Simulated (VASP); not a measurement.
# CaO (Fm-3m) in VASP: a series of runs, part 2 of 2

VASP 6.6.1. Earlier steps stand in the parts before.

## (6) Relaxation of cell and atoms, PBE, target pressure 0.0001 GPa, at which the enthalpy is minimised

This run uses another cell than the first one, of 12.91 Å³/atom, 1.188 times its volume.

File INCAR:

```
SYSTEM = CaO
PREC = Accurate
ENCUT = 520
EDIFF = 1E-7
ISMEAR = 0
SIGMA = 0.1
LREAL = .FALSE.
LASPH = .TRUE.
NELM = 60
ALGO = Normal
ISIF = 3
LWAVE = .FALSE.
LCHARG = .FALSE.
GGA = PE
IBRION = 2
NSW = 80
EDIFFG = -0.002
PSTRESS = 0.001
```

File KPOINTS:

```
regular mesh
0
G
  4 4 4
  0 0 0
```

File POSCAR:

```
CaO                                     
1.0
   -0.0000000000      2.3461428396      2.3461428396
    2.3461428396     -0.0000000000      2.3461428396
    2.3461428396      2.3461428396      0.0000000000
  Ca              O             
     1     1
Direct
     0.0000000000000000    0.0000000000000000    0.0000000000000000
     0.5000000000000000    0.5000000000000000    0.5000000000000000
```

Potentials or basis: VASP PAW PBE potentials, release 64 (Ca_sv, O).

Launch:

```sh
$ cat potpaw_PBE.64/Ca_sv/POTCAR potpaw_PBE.64/O/POTCAR > POTCAR
$ mpirun -np 1 vasp_std > vasp.out
```

OUTCAR:

```text
SYSTEM = CaO
   PREC = Accurate
   ENCUT = 520
   EDIFF = 1E-7
   ISMEAR = 0
   LREAL = .FALSE.
   LASPH = .TRUE.
   NELM = 60
   ISIF = 3
   GGA = PE
   IBRION = 2
   NSW = 80
   EDIFFG = -0.002
   PSTRESS = 0.001

 ion  position               nearest neighbor table
   1  0.000  0.000  0.000-   2 2.35   2 2.35   2 2.35   2 2.35   2 2.35   2 2.35
   2  0.500  0.500  0.500-   1 2.35   1 2.35   1 2.35   1 2.35   1 2.35   1 2.35

  LATTYP: Found a face centered cubic cell.
 ALAT       =     4.6922856792

  Lattice vectors:

 A1 = (   0.0000000000,   2.3461428396,   2.3461428396)
 A2 = (   2.3461428396,   0.0000000000,   2.3461428396)
 A3 = (   2.3461428396,   2.3461428396,   0.0000000000)

Analysis of symmetry for initial positions (statically):
=====================================================================
 Subroutine PRICEL returns:
 Original cell was already a primitive cell.

 Routine SETGRP: Setting up the symmetry group for a
 face centered cubic supercell.

 Subroutine GETGRP returns: Found 48 space group operations
 (whereof 48 operations were pure point group operations)
[... 139 lines left out ...]
--------------------------------------- Ionic step        1  -------------------------------------------

 number of electron      16.0000000 magnetization

 Free energy of the ion-electron system (eV)
  ---------------------------------------------------
  ext. energy  EPLUGINS =         0.00000000
  ---------------------------------------------------
  free energy    TOTEN  =       -12.71216638 eV

  energy without entropy =      -12.71216638  energy(sigma->0) =      -12.71216638

------------------------ aborting loop because EDIFF is reached ----------------------------------------

  FORCE on cell =-STRESS in cart. coord.  units (eV):
  Direction    XX          YY          ZZ          XY          YZ          ZX
  --------------------------------------------------------------------------------------
  -------------------------------------------------------------------------------------
  Total        1.9366550      1.9366550      1.9366550     -0.0000000     -0.0000000      0.0000000
  in kB      120.1349853    120.1349853    120.1349853     -0.0000000     -0.0000000      0.0000000
  external PRESSURE =     120.1339853 kB  Pullay stress =       0.0010000 kB
[... 63 lines left out ...]
--------------------------------------- Ionic step        3  -------------------------------------------

 number of electron      16.0000000 magnetization

 Free energy of the ion-electron system (eV)
  ---------------------------------------------------
  ext. energy  EPLUGINS =         0.00000000
  ---------------------------------------------------
  free energy    TOTEN  =       -12.79798588 eV

  energy without entropy =      -12.79798588  energy(sigma->0) =      -12.79798588

 E-fermi :   2.7851     XC(G=0): -10.3805

 val. band max:        2.2481922628   @ k =   0.0000   0.0000   0.0000
 cond. band min:       5.8824156978   @ k =   0.5000   0.5000   0.0000
 fundamental gap:      3.6342234350
 Fermi energy:         2.7850927975

 k-point     1 :       0.0000    0.0000    0.0000
  band No.  band energies     occupation
      1     -35.4762      2.00000
      2     -16.2534      2.00000
      3     -16.2534      2.00000
      4     -16.2534      2.00000
      5     -13.2464      2.00000
      6       2.2482      2.00000
      7       2.2482      2.00000
      8       2.2482      2.00000
      9       6.8026      0.00000
     10       8.4189      0.00000
     11       8.4189      0.00000
     12       8.4189      0.00000
[... 136 lines left out ...]
  energy  without entropy=      -12.7979858763  energy(sigma->0) =      -12.79798588

  enthalpy is  TOTEN    =       -12.7979682136 eV   P V=        0.0000176627

 reached required accuracy - stopping structural energy minimisation
```

Run time: 13 s. Hardware: 1 thread of Intel Xeon 6975P-C (Granite Rapids), shared host; peak memory 0.16 GiB.

What came out:

* Free energy: -12.7980 eV
* Relaxed volume: 14.15 Å³/atom
* Relaxed cell: a = 3.421 Å, b = 3.421 Å, c = 3.421 Å, α = 60.00°, β = 60.00°, γ = 60.00°
* Space group after relaxing (to 0.05 Å): Fm-3m (No. 225)
* Energy change on relaxing (the enthalpy is what falls): -42.9 meV/atom
* Ionic steps: 3
* Pressure after relaxing: 0.0 GPa
* Band gap on the k mesh: 3.63 eV, indirect (least direct gap 4.01 eV)

Step by step:
```tsv
step	energy change (eV)	largest force (eV/Å)	pressure (GPa)	volume (Å³)
1	0.0000	0.0000	12.01	25.83
2	-0.0665	0.0000	-4.53	29.62
3	-0.0858	0.0000	0.02	28.30
```

Final structure:
```cif
data_structure
_symmetry_space_group_name_H-M 'P 1'
_symmetry_Int_Tables_number 1
_cell_length_a 3.4205
_cell_length_b 3.4205
_cell_length_c 3.4205
_cell_angle_alpha 60.000
_cell_angle_beta 60.000
_cell_angle_gamma 60.000
_cell_volume 28.30
loop_
_atom_site_label
_atom_site_type_symbol
_atom_site_fract_x
_atom_site_fract_y
_atom_site_fract_z
_atom_site_occupancy
Ca1 Ca 0.00000 0.00000 0.00000 1
O1 O 0.50000 0.50000 0.50000 1
```

Levels at points of the mesh, in eV from the valence-band top:
| k point | band 4 | band 5 | band 6 | band 7 | band 8 | band 9 | band 10 | band 11 | band 12 |
| --- | --- | --- | --- | --- | --- | --- | --- | --- | --- |
| (0.00, 0.00, 0.00) | -18.50 | -15.49 | 0.00 | 0.00 | 0.00 | 4.55 | 6.17 | 6.17 | 6.17 |
| (0.50, 0.00, 0.00) | -18.55 | -14.38 | -2.60 | -1.17 | -1.17 | 6.96 | 8.24 | 8.24 | 8.35 |
| (0.50, 0.50, 0.00) | -18.71 | -15.25 | -1.31 | -0.38 | -0.38 | 3.63 | 7.90 | 8.78 | 9.40 |

Caveat: the k mesh is coarse (spacing up to 0.58 Å⁻¹), so the values aren't converged; the cell is relaxed towards a set pressure, so the enthalpy falls and the energy may rise. Zero-point motion and thermal expansion aren't in these numbers.

## (7) Summary

| cell | target pressure | gap on the mesh (eV) | pressure (GPa) |
| --- | --- | --- | --- |
| relaxed to 75 GPa | 75 GPa | 3.23 | 75.0 |
| relaxed to 12 GPa | 12 GPa | 3.59 | 12.0 |
| relaxed to 0.0001 GPa | 0.0001 GPa | 3.63 | 0.0 |

Alike in all rows: task relaxation of cell and atoms; level PBE; potentials or basis VASP PAW PBE potentials, release 64 (Ca_sv, O); no spin polarisation; k mesh 4 × 4 × 4; cutoff (eV) 520; smearing gaussian 0.1 eV; the mesh is coarse, so values aren't converged.

Caveats: all runs use coarse meshes; the cell is relaxed towards a set pressure, so the enthalpy falls and the energy may rise; the relaxation stopped at its first step, so nothing moved (some runs).

Total energies depend on the potentials used, so only differences within one code and one set of settings carry meaning.
